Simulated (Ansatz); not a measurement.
TiO2 (Anatase) under changes of volume

One of the cells (11.354 Å³/atom); the others are scaled copies at fixed shape and fractional positions:

```
Ti O
1.0
    -1.89210    1.89210    4.75730
     1.89210   -1.89210    4.75730
     1.89210    1.89210   -4.75730
Ti O
2 4
Direct
  0.75000 0.25000 0.50000
  0.00000 0.00000 0.00000
  0.79190 0.79190 0.00000
  0.54190 0.04190 0.50000
  0.95810 0.45810 0.50000
  0.20810 0.20810 0.00000
```

```yaml
Program: Ansatz 0.2.0
Functional: BLYP
Potentials_or_basis: Ansatz PAW
Cutoff: "420 eV (not typed: the program's choice for these potentials)"
k_mesh: 10 × 10 × 10
Occupations: fermi-dirac, width 0.05 eV
Spin: no spin polarisation
```

```csv
volume (Å³/atom),energy over the lowest point (meV/atom),pressure (GPa),gap on the mesh (eV),largest force (eV/Å)
10.673,93.04,26.9,2.28,0.601
10.900,59.42,20.7,2.23,0.454
11.127,34.02,15.2,2.18,0.317
11.354,16.14,10.2,2.13,0.190
11.581,?,?,?,?
11.808,0.00,1.5,2.04,0.038
12.035,0.52,-2.2,1.99,0.140
```

Problem. What does the run at 11.581 Å³/atom give?

Solution. Energy over the lowest point 5.01 meV/atom; pressure 5.6 GPa; gap on the mesh 2.09 eV; largest force 0.072 eV/Å.

Worked out: A Birch-Murnaghan fit of order 3 (a polynomial in V^(-2/3)) to the other rows has its minimum at 11.90 Å³/atom with B0 = V·E''(V) = 197 GPa and B' = 4.2 at fixed shape and positions, which overstates the stiffness. It gives 5.01 meV/atom at 11.581 Å³/atom, against the run's 5.01, and -dE/dV = 5.6 GPa, against 5.6. A straight line through the other rows of the gap, of slope -2.4 eV per unit of ln V, gives 2.08 eV, against the run's 2.09.

Energies are extrapolated to zero smearing.

Caveats: the PAW data sets come from PBE, with cores solved anew for the run's functional, which leaves a small shift of forces and pressure.

A mesh can miss the band edges.
